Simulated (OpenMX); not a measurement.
# Au (P4/mmm) in OpenMX: a series of runs, part 2 of 2

OpenMX 3.8.5. The steps go on from the part before.

## (5) Single point, PBE

This run uses another cell than the first one, of 21.60 Å³/atom, 1.129 times its volume.

Contents of Au.dat:

```
System.CurrrentDirectory             ./
System.Name                          Au
DATA.PATH                            ./DFT_DATA13
level.of.stdout                      1
level.of.fileout                     0
Species.Number                       1
<Definition.of.Atomic.Species
  Au  Au7.0-s3p2d2f1         Au_PBE13
Definition.of.Atomic.Species>

Atoms.Number                         1
Atoms.SpeciesAndCoordinates.Unit     FRAC
<Atoms.SpeciesAndCoordinates
    1  Au    0.5000000000    0.5000000000    0.5000000000   8.500  8.500
Atoms.SpeciesAndCoordinates>

Atoms.UnitVectors.Unit               Ang
<Atoms.UnitVectors
     2.8033782000    0.0000000000    0.0000000000
     0.0000000000    2.8033782000    0.0000000000
     0.0000000000    0.0000000000    2.7484100000
Atoms.UnitVectors>

scf.XcType                           GGA-PBE
scf.SpinPolarization                 off
scf.ElectronicTemperature            580.226
scf.energycutoff                     400.0
scf.maxIter                          100
scf.EigenvalueSolver                 band
scf.Kgrid                            7 7 7
scf.Mixing.Type                      rmm-diisk
scf.Init.Mixing.Weight               0.05
scf.Min.Mixing.Weight                0.001
scf.Max.Mixing.Weight                0.3
scf.Mixing.History                   25
scf.Mixing.StartPulay                8
scf.criterion                        1.0e-8
scf.stress.tensor                    on
MD.Type                              nomd
```

Potentials or basis: OpenMX 2013 PBE set, Au7.0-s3p2d2f1, grid cutoff 400 Ry.

The run is started by

```sh
$ openmx Au.dat -nt 1 > Au.std
```

Au.out:

```text
Required cutoff energy (Ryd) for 3D-grids = 400.0000
      Used cutoff energy (Ryd) for 3D-grids = 430.7991, 430.7991, 374.6614
  Num. of grids of a-, b-, and c-axes = 35, 35, 32

  Num.Grid1.    35
  Num.Grid2.    35
  Num.Grid3.    32

  Cell_Volume =    145.761024105528 (Bohr^3)
  GridVol     =      0.003718393472 (Bohr^3)
  Cell vectors (bohr) of the grid cell (gtv)
    gtv_a =  0.151360475439,  0.000000000000,  0.000000000000
    gtv_b =  0.000000000000,  0.151360475439,  0.000000000000
    gtv_c =  0.000000000000,  0.000000000000,  0.162304431383
    |gtv_a| =  0.151360475439
    |gtv_b| =  0.151360475439
    |gtv_c| =  0.162304431383

***********************************************************

***********************************************************
                  SCF history at MD= 1
***********************************************************

   SCF=   1  NormRD=  1.000000000000  Uele= -16.077350410244
   SCF=   2  NormRD=  0.792546749269  Uele= -16.145527196113
   SCF=   3  NormRD=  0.613888692252  Uele= -16.297527143072
   SCF=   4  NormRD=  0.342061490852  Uele= -16.546060421314
   SCF=   5  NormRD=  0.222489112473  Uele= -16.647738967803
   SCF=   6  NormRD=  0.153333565423  Uele= -16.691717931527
[... 151 lines left out ...]
  px          0    0.991654040  0.991654040   1.983308080   0.000000000
  py          0    0.991654066  0.991654066   1.983308133   0.000000000
  pz          0    0.991428495  0.991428495   1.982856991   0.000000000
   sum over m      2.974736602  2.974736602   5.949473204   0.000000000
  px          1    0.093537017  0.093537017   0.187074033   0.000000000
  py          1    0.093537389  0.093537389   0.187074778   0.000000000
  pz          1    0.093750979  0.093750979   0.187501957   0.000000000
   sum over m      0.280825384  0.280825384   0.561650769   0.000000000
   sum over m+mul  3.255561986  3.255561986   6.511123972   0.000000000
  d3z^2-r^2   0    0.921250822  0.921250822   1.842501644   0.000000000
  dx^2-y^2    0    0.924602364  0.924602364   1.849204729   0.000000000
  dxy         0    0.982409870  0.982409870   1.964819740   0.000000000
  dxz         0    0.981269101  0.981269101   1.962538202   0.000000000
  dyz         0    0.981269088  0.981269088   1.962538175   0.000000000
   sum over m      4.790801245  4.790801245   9.581602490   0.000000000
  d3z^2-r^2   1   -0.000429826 -0.000429826  -0.000859652   0.000000000
  dx^2-y^2    1   -0.000231476 -0.000231476  -0.000462951   0.000000000
  dxy         1    0.003462007  0.003462007   0.006924013   0.000000000
  dxz         1    0.003475053  0.003475053   0.006950106   0.000000000
  dyz         1    0.003475051  0.003475051   0.006950102   0.000000000
   sum over m      0.009750809  0.009750809   0.019501618   0.000000000
   sum over m+mul  4.800552054  4.800552054   9.601104108   0.000000000
  f5z^2-3r^2  0    0.005254450  0.005254450   0.010508900   0.000000000
  f5xz^2-xr^2 0    0.005464076  0.005464076   0.010928152   0.000000000
  f5yz^2-yr^2 0    0.005464094  0.005464094   0.010928188   0.000000000
  fzx^2-zy^2  0    0.004790076  0.004790076   0.009580152   0.000000000
  fxyz        0    0.001181389  0.001181389   0.002362778   0.000000000
  fx^3-3*xy^2 0    0.005031523  0.005031523   0.010063047   0.000000000
  f3yx^2-y^3  0    0.005031530  0.005031530   0.010063059   0.000000000
   sum over m      0.032217137  0.032217137   0.064434274   0.000000000
   sum over m+mul  0.032217137  0.032217137   0.064434274   0.000000000

***********************************************************
       xyz-coordinates (Ang) and forces (Hartree/Bohr)
***********************************************************

<coordinates.forces
  1
    1    Au     1.40169   1.40169   1.37420   0.000000000000  0.000000000000 -0.000000000000
coordinates.forces>

***********************************************************
       Fractional coordinates of the final structure
***********************************************************

     1     Au     0.50000000000000   0.50000000000000   0.50000000000000
```

It took 6.8 min on 1 thread of Intel Xeon at 2.50GHz (Skylake/Cascade Lake), shared host; peak memory 0.68 GiB.

What came out:

* Free energy: -2872.4614 eV
* Pressure: -2.8 GPa
* Band gap on the k mesh: none (metal or under the smearing width)

Caveat: the basis of atomic orbitals isn't converged, which shifts pressures, moduli and gaps. Spin-orbit coupling is left out, which matters for the levels of Au.

## (6) Single point, PBE

This run uses another cell than the first one, of 22.45 Å³/atom, 1.174 times its volume.

Au.dat, as its differences from that of step 5:

```diff
@@ -18,4 +18,4 @@
 <Atoms.UnitVectors
-     2.8033782000    0.0000000000    0.0000000000
-     0.0000000000    2.8033782000    0.0000000000
+     2.8583464000    0.0000000000    0.0000000000
+     0.0000000000    2.8583464000    0.0000000000
      0.0000000000    0.0000000000    2.7484100000
```

Potentials or basis: OpenMX 2013 PBE set, Au7.0-s3p2d2f1, grid cutoff 400 Ry.

The run is started by

```sh
$ openmx Au.dat -nt 1 > Au.std
```

Au.out:

```text
Required cutoff energy (Ryd) for 3D-grids = 400.0000
      Used cutoff energy (Ryd) for 3D-grids = 414.3892, 414.3892, 374.6614
  Num. of grids of a-, b-, and c-axes = 35, 35, 32

  Num.Grid1.    35
  Num.Grid2.    35
  Num.Grid3.    32

  Cell_Volume =    151.533183076259 (Bohr^3)
  GridVol     =      0.003865642425 (Bohr^3)
  Cell vectors (bohr) of the grid cell (gtv)
    gtv_a =  0.154328327898,  0.000000000000,  0.000000000000
    gtv_b =  0.000000000000,  0.154328327898,  0.000000000000
    gtv_c =  0.000000000000,  0.000000000000,  0.162304431383
    |gtv_a| =  0.154328327898
    |gtv_b| =  0.154328327898
    |gtv_c| =  0.162304431383

***********************************************************

[... 174 lines left out ...]
   sum over m      4.797786457  4.797786457   9.595572913   0.000000000
  d3z^2-r^2   1    0.000621833  0.000621833   0.001243667   0.000000000
  dx^2-y^2    1    0.000987738  0.000987738   0.001975476   0.000000000
  dxy         1    0.003199624  0.003199624   0.006399248   0.000000000
  dxz         1    0.003295939  0.003295939   0.006591878   0.000000000
  dyz         1    0.003295942  0.003295942   0.006591885   0.000000000
   sum over m      0.011401077  0.011401077   0.022802154   0.000000000
   sum over m+mul  4.809187534  4.809187534   9.618375067   0.000000000
  f5z^2-3r^2  0    0.004914423  0.004914423   0.009828846   0.000000000
  f5xz^2-xr^2 0    0.005414424  0.005414424   0.010828848   0.000000000
  f5yz^2-yr^2 0    0.005414439  0.005414439   0.010828878   0.000000000
  fzx^2-zy^2  0    0.004167406  0.004167406   0.008334812   0.000000000
  fxyz        0    0.001132756  0.001132756   0.002265513   0.000000000
  fx^3-3*xy^2 0    0.004586059  0.004586059   0.009172118   0.000000000
  f3yx^2-y^3  0    0.004586064  0.004586064   0.009172127   0.000000000
   sum over m      0.030215571  0.030215571   0.060431142   0.000000000
   sum over m+mul  0.030215571  0.030215571   0.060431142   0.000000000

***********************************************************
       xyz-coordinates (Ang) and forces (Hartree/Bohr)
***********************************************************

<coordinates.forces
  1
    1    Au     1.42917   1.42917   1.37420   0.000000000001 -0.000000000000 -0.000000000000
coordinates.forces>

***********************************************************
       Fractional coordinates of the final structure
***********************************************************

     1     Au     0.50000000000000   0.50000000000000   0.50000000000000
```

Run time: 6.2 min. Hardware: 1 thread of Intel Xeon at 2.50GHz (Skylake/Cascade Lake), shared host; peak memory 0.67 GiB.

What came out:

* Free energy: -2872.4283 eV
* Pressure: -5.6 GPa
* Band gap on the k mesh: none (metal or under the smearing width)

Caveat: the basis of atomic orbitals isn't converged, which shifts pressures, moduli and gaps.

## (7) The runs side by side

| cell | gap on the mesh (eV) | pressure (GPa) |
| --- | --- | --- |
| P4/mmm, 19.13 Å³/atom | none | 13.5 |
| P4/mmm, 19.94 Å³/atom | none | 6.4 |
| Pm-3m, 20.76 Å³/atom | none | 1.1 |
| P4/mmm, 21.6 Å³/atom | none | -2.8 |
| P4/mmm, 22.45 Å³/atom | none | -5.6 |

Alike in all rows: task single point; level PBE; potentials or basis OpenMX 2013 PBE set, Au7.0-s3p2d2f1, grid cutoff 400 Ry; no spin polarisation; k mesh 7 × 7 × 7; smearing fermi-dirac 0.05 eV.

Caveats: the basis of atomic orbitals isn't converged, which shifts pressures, moduli and gaps.

Absolute energies hang on the potentials; compare differences alone.
